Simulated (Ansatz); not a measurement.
# Structure types of Sr compared at 3.6 GPa

Structure types of Sr are relaxed in primitive cells with their symmetry kept at 3.6 GPa, first on PAW files, then by LAPW. The enthalpy is E + pV at zero temperature, without zero-point motion. Only the types listed were tried, and differences under about 5 meV/atom are mesh noise. The real phase may be another.

Computed with Ansatz 0.2.0; functional PBE, scalar-relativistic. Settings: Fermi–Dirac smearing of 0.1 eV, no spin polarisation. Methods: LAPW: all electrons, basis error target 0.5 meV/atom; PAW: frozen-core files, cutoff 420 eV.

k meshes: fcc 12×12×12, bcc 12×12×12, hcp 11×11×6, omega 6×6×8, simple hexagonal 12×12×11, beta tin 12×12×12.

Problem. Order the types by LAPW enthalpy, lowest first.
A. fcc
B. omega
C. bcc
D. simple hexagonal
E. beta tin
F. hcp

Solution. C (0 meV/atom), A (13 meV/atom), F (20 meV/atom), B (65 meV/atom), D (216 meV/atom), E (238 meV/atom).

| start type | ends as | a, b, c (Å) | V (Å³/atom) | H − H(lowest), LAPW (meV/atom) | same, PAW |
| --- | --- | --- | --- | --- | --- |
| fcc | fcc, Fm-3m | 5.616, 5.616, 5.616 | 44.29 | 12.7 | 12.7 |
| bcc | bcc, Im-3m | 4.435, 4.435, 4.435 | 43.61 | 0.0 | 0.0 |
| hcp | hcp, P6_3/mmc | 3.957, 3.957, 6.521 | 44.22 | 20.1 | 20.1 |
| omega | omega, P6/mmm | 6.377, 6.377, 3.759 | 44.12 | 64.8 | 64.8 |
| simple hexagonal | simple hexagonal, P6/mmm | 3.780, 3.780, 3.465 | 42.87 | 215.5 | 215.5 |
| beta tin | beta tin, I4_1/amd | 6.786, 6.786, 3.673 | 42.29 | 238.1 | 238.0 |

Problem. Split the lead of bcc over fcc into energy and pV.

Solution. For fcc less bcc: ΔE = -2.5 meV/atom, and p·ΔV = 3.6 GPa × +0.6751 Å³ × 6.242 meV/(GPa·Å³) = +15.2 meV/atom, together 12.7 meV/atom. bcc wins by its smaller volume, against the internal energy.
